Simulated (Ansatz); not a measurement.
# NiO

Level of theory: DFT, PBE+U (U_eff = 6.2 eV on Ni 3d), scalar-relativistic, collinear spin; plane waves to 420 eV with PAW datasets (Ansatz 0.2.0), 10×10×10 k-mesh, Gaussian smearing of 0.05 eV. The datasets are Ansatz's generated set soft_2.

```
Ni O
1.0
     0.00000    2.13384    2.13384
     2.13384    0.00000    2.13384
     2.13384    2.13384    0.00000
Ni O
1 1
Direct
  0.00000 0.00000 0.00000
  0.50000 0.50000 0.50000
```

The chain of runs began from a cell as deposited in COD, expanded in volume.

The geometry is fixed. Moments are started on Ni in several ways. q is the propagation vector of an order in a doubled cell, in units of this cell's reciprocal vectors; doubled cells take an equivalent mesh or are counted from a ferromagnetic run in the same cell, unless said otherwise. Energies count from the first row, the state in which the cell was relaxed.

Problem. Rank the starts by the energy at which they end, lowest first (meV/atom from the last run of the relaxation).
A. no spin polarisation
B. ferromagnetic
C. antiparallel, q = (0, 1/2, 1/2)
D. antiparallel, q = (0, 0, 1/2)

Solution. D (-41.0), B (0.0), C (4.4), A (1072.7).

```
                          start  largest typed moment (μB)  ΔE (meV/atom)  gap on the mesh (eV)  P (GPa)        final spin moments (μB)
                  ferromagnetic                      1.91*            0.0                  1.94      0.0                Ni 1.74; O 0.19
           no spin polarisation                       0.00         1072.7                 metal    -12.6                           none
  antiparallel, q = (0, 0, 1/2)                      2.00*          -41.0                  2.73     -2.1                 Ni 1.69, -1.69
antiparallel, q = (0, 1/2, 1/2)                      2.00*            4.4                  2.00      0.2  Ni 1.74, -1.74; O -0.07, 0.07
```

A star marks runs that didn't start from the typed moments alone: they went on from the state of an earlier run.

The row without spin polarisation prices the pairing of the open shell's electrons, in one of several fillings that the shell can take under U, not a magnetic ordering energy.

Only orders that fit these small cells were tried.

With a Hubbard U or exact exchange the result depends on the state in which the open shell ends, and a lower one can't be excluded. Site moments are of spin, integrated over atomic spheres.
